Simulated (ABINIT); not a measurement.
# MgS (F-43m) in ABINIT: a series of runs

One crystal, MgS, is run at these levels: PBEsol; tasks: single point, relaxation of cell and atoms.

All numbers are computed with ABINIT 10.8.3 (patched build); they aren't measurements. Logs are shortened: lines on timing, memory, paths and dates and some standing lists are left out, and cuts for length are marked. The log counts tension as positive stress, the text compression.

### 1 The structure

It takes space group F-43m (No. 216, cubic). Conventional cell: a = 5.666 Å, b = 5.666 Å, c = 5.666 Å, α = 90.00°, β = 90.00°, γ = 90.00°. Around S (site symmetry -43m) lie 4 Mg at 2.45 Å. Mg (site symmetry -43m) has 4 S at 2.45 Å as nearest neighbours.

The cell comes from a database or a generator and needn't be the stable form of this composition.

### 2 Single point, PBEsol

Input file run.abi:

```
pp_dirpath "./"
pseudos "S.upf, Mg.upf"

acell 7.5714462215 7.5714462215 7.5714462215
rprim
     0.0000000000     0.7071067812     0.7071067812
     0.7071067812     0.0000000000     0.7071067812
     0.7071067812     0.7071067812     0.0000000000
ntypat 2
znucl 16 12
natom 2
typat 1 2
xred
     0.2500000000     0.2500000000     0.2500000000
     0.0000000000     0.0000000000     0.0000000000

ecut 38.0

kptopt 1
ngkpt 6 6 6
nshiftk 1
shiftk 0.0 0.0 0.0

ixc -116133

nband 12
occopt 3
tsmear 0.05 eV

nstep 100
tolvrs 1.0e-10

iomode 3
prtwf 0
prtden 0
prteig 0
prtebands 0
enunit 1
```

Potentials or basis: PseudoDojo NC SR PBEsol v0.4.1 standard.

On the command line:

```
abinit run.abi > log 2>&1
```

run.abo:

```text
.Version 10.8.3 of ABINIT
 Symmetries : space group F-4 3 m (#216); Bravais cF (face-center cubic)
================================================================================
 Values of the parameters that define the memory need of the present run
     intxc =       0    ionmov =       0      iscf =       7    lmnmax =       6
     lnmax =       6     mgfft =      45  mpssoang =       3    mqgrid =    3001
     natom =       2  nloc_mem =       1    nspden =       1   nspinor =       1
    nsppol =       1      nsym =      24    n1xccc =    2501    ntypat =       2
    occopt =       3   xclevel =       2
       mpw =        3455          nfft =       91125          nkpt =          16
================================================================================
================================================================================

--------------------------------------------------------------------------------
------------- Echo of variables that govern the present computation ------------
--------------------------------------------------------------------------------
 -outvars: echo values of preprocessed input variables --------
            acell      7.5714462215E+00  7.5714462215E+00  7.5714462215E+00 Bohr
              amu      3.20660000E+01  2.43050000E+01
             ecut      3.80000000E+01 Hartree
           enunit           1
              ixc     -116133
         kptrlatt        6    0    0      0    6    0      0    0    6
          kptrlen      4.54286773E+01
            natom           2
            nband          12
            ngfft          45      45      45
             nkpt          16
            nstep         100
             nsym          24
           ntypat           2
           occopt           3
           prtden           0
        prtebands           0
           prteig           0
            prtwf           0
            rprim      0.0000000000E+00  7.0710678120E-01  7.0710678120E-01
                       7.0710678120E-01  0.0000000000E+00  7.0710678120E-01
                       7.0710678120E-01  7.0710678120E-01  0.0000000000E+00
          spgroup         216
           tolvrs      1.00000000E-10
           tsmear      1.83746611E-03 Hartree
            typat      1  2
           xangst      1.4165600225E+00  1.4165600225E+00  1.4165600225E+00
                       0.0000000000E+00  0.0000000000E+00  0.0000000000E+00
            xcart      2.6769104834E+00  2.6769104834E+00  2.6769104834E+00
                       0.0000000000E+00  0.0000000000E+00  0.0000000000E+00
             xred      2.5000000000E-01  2.5000000000E-01  2.5000000000E-01
                       0.0000000000E+00  0.0000000000E+00  0.0000000000E+00
            znucl       16.00000   12.00000

================================================================================

 chkinp: Checking input parameters for consistency.

================================================================================
== DATASET  1 ==================================================================

--- !DatasetInfo
iteration_state: {dtset: 1, }
dimensions: {natom: 2, nkpt: 16, mband: 12, nsppol: 1, nspinor: 1, nspden: 1, mpw: 3455, }
cutoff_energies: {ecut:  38.0, pawecutdg:  -1.0, }
electrons: {nelect:   1.60000000E+01, charge:   0.00000000E+00, occopt:   3.00000000E+00, tsmear:   1.83746611E-03, }
meta: {optdriver: 0, ionmov: 0, optcell: 0, iscf: 7, paral_kgb: 0, }
...

 Real(R)+Recip(G) space primitive vectors, cartesian coordinates (Bohr,Bohr^-1):
 R(1)=  0.0000000  5.3538210  5.3538210  G(1)= -0.0933912  0.0933912  0.0933912
 R(2)=  5.3538210  0.0000000  5.3538210  G(2)=  0.0933912 -0.0933912  0.0933912
 R(3)=  5.3538210  5.3538210  0.0000000  G(3)=  0.0933912  0.0933912 -0.0933912
 Unit cell volume ucvol=  3.0691741E+02 bohr^3
 Angles (23,13,12)=  6.00000000E+01  6.00000000E+01  6.00000000E+01 degrees

 getcut: wavevector=  0.0000  0.0000  0.0000  ngfft=  45  45  45
         ecut(hartree)=     38.000   => boxcut(ratio)=   2.09419

--- Pseudopotential description ------------------------------------------------
- pspini: atom type   1  psp file is ./S.upf
12 -116133 2 -1 1146                          pspcod,pspxc,lmax,lloc,mmax
     nproj     2     2     2

- pspini: atom type   2  psp file is ./Mg.upf
12 -116133 1 -1 1510                          pspcod,pspxc,lmax,lloc,mmax
     nproj     2     2     0

   2.86410798E+02                                ecore*ucvol(ha*bohr**3)
--------------------------------------------------------------------------------

================================================================================

--- !BeginCycle
iteration_state: {dtset: 1, }
solver: {iscf: 7, nstep: 100, nline: 4, wfoptalg: 0, }
tolerances: {tolvrs: 1.00E-10, }
...

     iter   Etot(hartree)      deltaE(h)  residm     vres2
 ETOT  1  -70.381183959964    -7.038E+01 1.757E-01 1.887E+02
 ETOT  2  -70.423344950525    -4.216E-02 2.180E-03 1.743E+01
 ETOT  3  -70.425419381354    -2.074E-03 1.223E-03 1.250E-01
 ETOT  4  -70.425424778575    -5.397E-06 7.914E-05 1.068E-02
 ETOT  5  -70.425425048877    -2.703E-07 4.984E-05 6.119E-04
 ETOT  6  -70.425425134364    -8.549E-08 1.271E-04 2.894E-05
 ETOT  7  -70.425425135994    -1.630E-09 7.979E-05 4.522E-07
 ETOT  8  -70.425425136014    -1.958E-11 1.679E-04 6.196E-09
 ETOT  9  -70.425425136011     3.098E-12 9.444E-05 3.701E-10
 ETOT 10  -70.425425136017    -6.509E-12 1.626E-04 1.503E-11

 At SCF step   10       vres2   =  1.50E-11 < tolvrs=  1.00E-10 =>converged.

 Cartesian components of stress tensor (hartree/bohr^3)
  sigma(1 1)=  2.78610150E-05  sigma(3 2)=  0.00000000E+00
  sigma(2 2)=  2.78610150E-05  sigma(3 1)=  0.00000000E+00
  sigma(3 3)=  2.78610150E-05  sigma(2 1)=  0.00000000E+00

--- !ResultsGS
iteration_state: {dtset: 1, }
comment   : Summary of ground state results
lattice_vectors:
- [  0.0000000,   5.3538210,   5.3538210, ]
- [  5.3538210,   0.0000000,   5.3538210, ]
- [  5.3538210,   5.3538210,   0.0000000, ]
lattice_lengths: [   7.57145,    7.57145,    7.57145, ]
lattice_angles: [ 60.000,  60.000,  60.000, ] # degrees, (23, 13, 12)
lattice_volume:   3.0691741E+02
convergence: {deltae: -6.509E-12, res2:  1.503E-11, residm:  1.626E-04, diffor: null, }
etotal    :  -7.04254251E+01
entropy   :   0.00000000E+00
fermie    :   1.22156758E-01
cartesian_stress_tensor: # hartree/bohr^3
- [  2.78610150E-05,   0.00000000E+00,   0.00000000E+00, ]
- [  0.00000000E+00,   2.78610150E-05,   0.00000000E+00, ]
- [  0.00000000E+00,   0.00000000E+00,   2.78610150E-05, ]
pressure_GPa:  -8.1970E-01
xred      :
- [  2.5000E-01,   2.5000E-01,   2.5000E-01,  S]
- [  0.0000E+00,   0.0000E+00,   0.0000E+00, Mg]
cartesian_forces: # hartree/bohr
- [ -3.92921073E-31,  -3.92921073E-31,   1.17876322E-30, ]
- [  3.92921073E-31,   3.92921073E-31,  -1.17876322E-30, ]
force_length_stats: {min:   1.30317177E-30, max:   1.30317177E-30, mean:   1.30317177E-30, }
...

 Integrated electronic density in atomic spheres:
 ------------------------------------------------
 Atom  Sphere_radius  Integrated_density
    1        2.00000          3.94319068
    2        2.00000          8.31371192
================================================================================

 ----iterations are completed or convergence reached----

 Mean square residual over all n,k,spin=   84.718E-08; max=  16.265E-05
 reduced coordinates (array xred) for    2 atoms
       0.250000000000      0.250000000000      0.250000000000
       0.000000000000      0.000000000000      0.000000000000
 rms dE/dt=  5.9500E-30; max dE/dt=  8.4145E-30; dE/dt below (all hartree)
    1       0.000000000000      0.000000000000      0.000000000000
    2       0.000000000000      0.000000000000     -0.000000000000

 cartesian coordinates (angstrom) at end:
    1      1.41656002245879     1.41656002245879     1.41656002245879
    2      0.00000000000000     0.00000000000000     0.00000000000000

 cartesian forces (hartree/bohr) at end:
    1     -0.00000000000000    -0.00000000000000     0.00000000000000
    2      0.00000000000000     0.00000000000000    -0.00000000000000
 frms,max,avg= 7.5238657E-31 1.1787632E-30   0.000E+00  0.000E+00  0.000E+00 h/b

 cartesian forces (eV/Angstrom) at end:
    1     -0.00000000000000    -0.00000000000000     0.00000000000000
    2      0.00000000000000     0.00000000000000    -0.00000000000000
 frms,max,avg= 3.8689273E-29 6.0614442E-29   0.000E+00  0.000E+00  0.000E+00 e/A
 length scales=  7.571446221500  7.571446221500  7.571446221500 bohr
              =  4.006636791277  4.006636791277  4.006636791277 angstroms
 Fermi (or HOMO) energy (eV) =   3.32405   Average Vxc (eV)=  -8.73756
 Eigenvalues (   eV  ) for nkpt=  16  k points:
 kpt#   1, nband= 12, wtk=  0.00463, kpt=  0.0000  0.0000  0.0000 (reduced coord)
 -72.04922  -39.00684  -39.00684  -39.00684   -9.81910    1.44635    1.44635    1.44635
   4.72196    9.27742    9.27742    9.27742
 prteigrs : prtvol=0 or 1, do not print more k-points.

--- !EnergyTerms
iteration_state     : {dtset: 1, }
comment             : Components of total free energy in Hartree
kinetic             :  3.77924320527259E+01
hartree             :  2.54734419196124E+01
xc                  : -1.09788900755096E+01
Ewald energy        : -3.36102739967342E+01
psp_core            :  9.33185234576538E-01
local_psp           : -7.34362999319976E+01
non_local_psp       : -1.65990203386906E+01
internal            : -7.04254251360172E+01
'-kT*entropy'       :  9.48121170431515E-16
total_energy        : -7.04254251360172E+01
total_energy_eV     : -1.91637344491358E+03
band_energy         : -1.45525922137099E+01
...

 Cartesian components of stress tensor (hartree/bohr^3)
  sigma(1 1)=  2.78610150E-05  sigma(3 2)=  0.00000000E+00
  sigma(2 2)=  2.78610150E-05  sigma(3 1)=  0.00000000E+00
  sigma(3 3)=  2.78610150E-05  sigma(2 1)=  0.00000000E+00

-Cartesian components of stress tensor (GPa)         [Pressure= -8.1970E-01 GPa]
- sigma(1 1)=  8.19699362E-01  sigma(3 2)=  0.00000000E+00
- sigma(2 2)=  8.19699362E-01  sigma(3 1)=  0.00000000E+00
- sigma(3 3)=  8.19699362E-01  sigma(2 1)=  0.00000000E+00

== END DATASET(S) ==============================================================
================================================================================

 -outvars: echo values of variables after computation  --------
            acell      7.5714462215E+00  7.5714462215E+00  7.5714462215E+00 Bohr
           etotal     -7.0425425136E+01
            fcart     -3.9292107332E-31 -3.9292107332E-31  1.1787632200E-30
                       3.9292107332E-31  3.9292107332E-31 -1.1787632200E-30
            rprim      0.0000000000E+00  7.0710678120E-01  7.0710678120E-01
                       7.0710678120E-01  0.0000000000E+00  7.0710678120E-01
                       7.0710678120E-01  7.0710678120E-01  0.0000000000E+00
           strten      2.7861015039E-05  2.7861015039E-05  2.7861015039E-05
                       0.0000000000E+00  0.0000000000E+00  0.0000000000E+00
           xangst      1.4165600225E+00  1.4165600225E+00  1.4165600225E+00
                       0.0000000000E+00  0.0000000000E+00  0.0000000000E+00
             xred      2.5000000000E-01  2.5000000000E-01  2.5000000000E-01
                       0.0000000000E+00  0.0000000000E+00  0.0000000000E+00
 Calculation completed.
```

It took 22 s on 1 thread of Arm Neoverse V1, shared host; peak memory 0.09 GiB.

Results:

```yaml
Free_energy: -1916.3734 eV
Pressure: -0.8 GPa
Band_gap_on_the_k_mesh: 3.28 eV, direct
Valence_electrons_inside_the_program's_atomic_spheres: S 3.94; Mg 8.31
```

Levels at points of the mesh, in eV from the valence-band top:
```tsv
k point	band 6	band 7	band 8	band 9	band 10	band 11
(0.00, 0.00, 0.00)	0.00	0.00	0.00	3.28	7.83	7.83
(0.50, 0.00, 0.00)	-3.17	-0.33	-0.33	4.98	7.52	7.52
(0.50, 0.50, 0.00)	-2.85	-1.05	-1.05	3.71	5.53	10.99
```

A k mesh can miss the band edges.

### 3 Relaxation of cell and atoms, PBEsol

Input file run.abi:

```
pp_dirpath "./"
pseudos "S.upf, Mg.upf"

acell 4.006636794 4.006636794 4.006636794 Angstrom
rprim
     0.0000000000     0.7071067812     0.7071067812
     0.7071067812     0.0000000000     0.7071067812
     0.7071067812     0.7071067812     0.0000000000
ntypat 2
znucl 16 12
natom 2
typat 1 2
chkprim 0
chksymtnons 0
tolsym 1.0e-6
xred
            1/4            1/4            1/4
            0.0            0.0            0.0

ecut 42.0
ecutsm 0.5

kptopt 1
ngkpt 6 6 6
nshiftk 1
shiftk 0.0 0.0 0.0

ixc -116133

nband 12
occopt 3
tsmear 0.00183747

nstep 80
tolvrs 1.0e-12

iomode 3
prteig 0
prtebands 0
prtwf 0
prtden 0

ionmov 2
optcell 2
ntime 50
tolmxf 2.0e-5
dilatmx 1.08
```

Potentials or basis: PseudoDojo NC SR PBEsol v0.4.1 standard.

On the command line:

```
mpirun --bind-to none -np 4 abinit run.abi > log 2>&1
```

run.abo:

```text
.Version 10.8.3 of ABINIT
 Symmetries : space group F-4 3 m (#216); Bravais cF (face-center cubic)
================================================================================
 Values of the parameters that define the memory need of the present run
     intxc =       0    ionmov =       2      iscf =       7    lmnmax =       6
     lnmax =       6     mgfft =      48  mpssoang =       3    mqgrid =    3001
     natom =       2  nloc_mem =       1    nspden =       1   nspinor =       1
    nsppol =       1      nsym =      24    n1xccc =    2501    ntypat =       2
    occopt =       3   xclevel =       2
       mpw =        5040          nfft =      110592          nkpt =          16
================================================================================
================================================================================

--------------------------------------------------------------------------------
------------- Echo of variables that govern the present computation ------------
--------------------------------------------------------------------------------
 -outvars: echo values of preprocessed input variables --------
            acell      7.5714462266E+00  7.5714462266E+00  7.5714462266E+00 Bohr
              amu      3.20660000E+01  2.43050000E+01
          chkprim           0
      chksymtnons           0
          dilatmx      1.08000000E+00
             ecut      4.20000000E+01 Hartree
           ecutsm      5.00000000E-01 Hartree
           ionmov           2
              ixc     -116133
[... 413 lines left out ...]
comment             : Components of total free energy in Hartree
kinetic             :  3.78026049517750E+01
hartree             :  2.54330329970012E+01
xc                  : -1.09817768670438E+01
Ewald energy        : -3.36907303882098E+01
psp_core            :  9.39902875895362E-01
local_psp           : -7.33288836070717E+01
non_local_psp       : -1.65998105538975E+01
internal            : -7.04256605915513E+01
'-kT*entropy'       :  7.95755906465099E-16
total_energy        : -7.04256605915513E+01
total_energy_eV     : -1.91637985198506E+03
band_energy         : -1.45204644634271E+01
...

 Cartesian components of stress tensor (hartree/bohr^3)
  sigma(1 1)= -1.41730553E-07  sigma(3 2)=  0.00000000E+00
  sigma(2 2)= -1.41730553E-07  sigma(3 1)=  0.00000000E+00
  sigma(3 3)= -1.41730553E-07  sigma(2 1)=  0.00000000E+00

-Cartesian components of stress tensor (GPa)         [Pressure=  4.1699E-03 GPa]
- sigma(1 1)= -4.16985685E-03  sigma(3 2)=  0.00000000E+00
- sigma(2 2)= -4.16985685E-03  sigma(3 1)=  0.00000000E+00
- sigma(3 3)= -4.16985685E-03  sigma(2 1)=  0.00000000E+00

== END DATASET(S) ==============================================================
================================================================================

 -outvars: echo values of variables after computation  --------
            acell      7.5533649502E+00  7.5533649502E+00  7.5533649502E+00 Bohr
           etotal     -7.0425660592E+01
            fcart     -0.0000000000E+00 -0.0000000000E+00 -0.0000000000E+00
                      -0.0000000000E+00 -0.0000000000E+00 -0.0000000000E+00
            rprim      0.0000000000E+00  7.0710678119E-01  7.0710678119E-01
                       7.0710678119E-01  0.0000000000E+00  7.0710678119E-01
                       7.0710678119E-01  7.0710678119E-01  0.0000000000E+00
           strten     -1.4173055344E-07 -1.4173055344E-07 -1.4173055344E-07
                       0.0000000000E+00  0.0000000000E+00  0.0000000000E+00
           xangst      1.4131771540E+00  1.4131771540E+00  1.4131771540E+00
                       1.2749121348E-28  1.2749121348E-28 -3.8247364044E-28
             xred      2.5000000000E-01  2.5000000000E-01  2.5000000000E-01
                      -6.7662012392E-29 -6.7662012392E-29  1.1277002065E-28
 Calculation completed.
```

Wall time 25 s (4 MPI ranks of Intel Xeon Platinum 8375C at 2.90GHz (Ice Lake), shared host); peak memory 0.36 GiB.

Results:

```
Free energy                            : -1916.3799 eV
Relaxed volume                         : 22.58 Å³/atom
Relaxed cell                           : a = 3.997 Å, b = 3.997 Å, c = 3.997 Å, α = 60.00°, β = 60.00°, γ = 60.00°
Space group after relaxing (to 0.05 Å) : F-43m (No. 216)
Energy gained by relaxing              : 0.2 meV/atom
Ionic steps                            : 3
Pressure after relaxing                : 0.0 GPa
Band gap on the k mesh                 : 3.31 eV, direct
```

The path:
| step | energy change (eV) | largest force (eV/Å) | pressure (GPa) | volume (Å³) |
| --- | --- | --- | --- | --- |
| 1 | 0.0000 | 0.0000 | -0.40 | 45.48 |
| 2 | -0.0001 | 0.0000 | -0.33 | 45.42 |
| 3 | -0.0004 | 0.0000 | 0.00 | 45.16 |

Final structure:
```cif
data_structure
_symmetry_space_group_name_H-M 'P 1'
_symmetry_Int_Tables_number 1
_cell_length_a 3.9971
_cell_length_b 3.9971
_cell_length_c 3.9971
_cell_angle_alpha 60.000
_cell_angle_beta 60.000
_cell_angle_gamma 60.000
_cell_volume 45.16
loop_
_atom_site_label
_atom_site_type_symbol
_atom_site_fract_x
_atom_site_fract_y
_atom_site_fract_z
_atom_site_occupancy
S1 S 0.25000 0.25000 0.25000 1
Mg1 Mg 0.00000 0.00000 0.00000 1
```

### 4 Single point, PBEsol (cell relaxed)

Input file run.abi:

```
pp_dirpath "./"
pseudos "S.upf, Mg.upf"

acell 7.5533649502 7.5533649502 7.5533649502
rprim
     0.0000000000     0.7071067812     0.7071067812
     0.7071067812     0.0000000000     0.7071067812
     0.7071067812     0.7071067812     0.0000000000
ntypat 2
znucl 16 12
natom 2
typat 1 2
xred
     0.2500000000     0.2500000000     0.2500000000
     0.0000000000     0.0000000000     0.0000000000
chkprim 0
chksymtnons 0
tolsym 1.0e-6

ecut 1142.878222 eV

kptopt 1
ngkpt 6 6 6
nshiftk 1
shiftk 0.0 0.0 0.0

ixc -116133

nband 12
occopt 3
tsmear 0.05 eV

nstep 100
tolvrs 1.0e-10

iomode 3
prtwf 0
prtden 0
prteig 0
prtebands 0
enunit 1
```

On the command line:

```
mpirun --bind-to none -np 4 abinit run.abi > log 2>&1
```

Wall time 8 s (4 MPI ranks of Intel Xeon Platinum 8375C at 2.90GHz (Ice Lake), shared host); peak memory 0.36 GiB.

It converged, with:

* Free energy: -1916.3799 eV
* Pressure: 0.0 GPa
* Band gap on the k mesh: 3.31 eV, direct
* Valence electrons inside the program's atomic spheres: S 3.95; Mg 8.31

Levels at points of the mesh, in eV from the valence-band top:
```
           k point  band 4  band 5  band 6  band 7  band 8  band 9  band 10  band 11  band 12
(0.00, 0.00, 0.00)  -40.43  -11.29    0.00    0.00    0.00    3.31     7.85     7.85     7.85
(0.50, 0.00, 0.00)  -40.43  -10.59   -3.20   -0.33   -0.33    5.00     7.53     7.53     8.45
(0.50, 0.50, 0.00)  -40.43  -10.36   -2.87   -1.05   -1.05    3.71     5.54    11.06    12.21
```

### 5 The runs side by side

```csv
task,cell,cutoff (eV),cell freedom (optcell),optimiser (ionmov),cutoff smearing ecutsm (Ha),force stop (Ha/bohr),gap on the mesh (eV),pressure (GPa)
single point,as given,1034,-,-,-,-,3.28,-0.8
relaxation of cell and atoms,relaxed,1143,2,2,0.5,2e-05,3.31,0.0
single point,cell relaxed,1143,-,-,-,-,3.31,0.0
```

Alike in all rows: level PBEsol; potentials or basis PseudoDojo NC SR PBEsol v0.4.1 standard; no spin polarisation; k mesh 6 × 6 × 6; smearing fermi-dirac 0.05 eV.

Absolute energies hang on the potentials; compare differences alone.
